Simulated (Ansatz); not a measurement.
Bi:

```
Bi
1.0
     2.26750    1.30914    3.93800
    -2.26750    1.30914    3.93800
     0.00000   -2.61828    3.93800
Bi
2
Direct
  0.76600 0.76600 0.76600
  0.23400 0.23400 0.23400
```

Base run:

| Property | Result |
| --- | --- |
| Program | Ansatz 0.2.0 |
| Functional | LDA |
| Potentials or basis | all-electron LAPW, scalar-relativistic |
| Cutoff | 214 eV (chosen from the basis error) |
| Basis error allowed | 0.001 eV/atom |
| k mesh | 7 × 7 × 7 |
| Occupations | gaussian, width 0.02 eV |
| Spin | no spin polarisation |

Its results: band gap on the k mesh 0.27 eV, indirect (least direct gap 0.52 eV); pressure -1.6 GPa; largest force 0.047 eV/Å.

Task: The run is repeated on the same cell with these changes: functional from LDA to PBEsol. What comes out?

Result: Band gap on the k mesh 0.26 eV, indirect (least direct gap 0.52 eV); pressure -0.3 GPa; largest force 0.129 eV/Å.

PBEsol binds less tightly than LDA, so the same cell stands under more pressure.

Caveats: spin-orbit coupling is left out, which as a rule narrows the gap of such compounds by several tenths of an eV; an odd mesh through Γ misses points on the zone boundary, where band edges often lie.
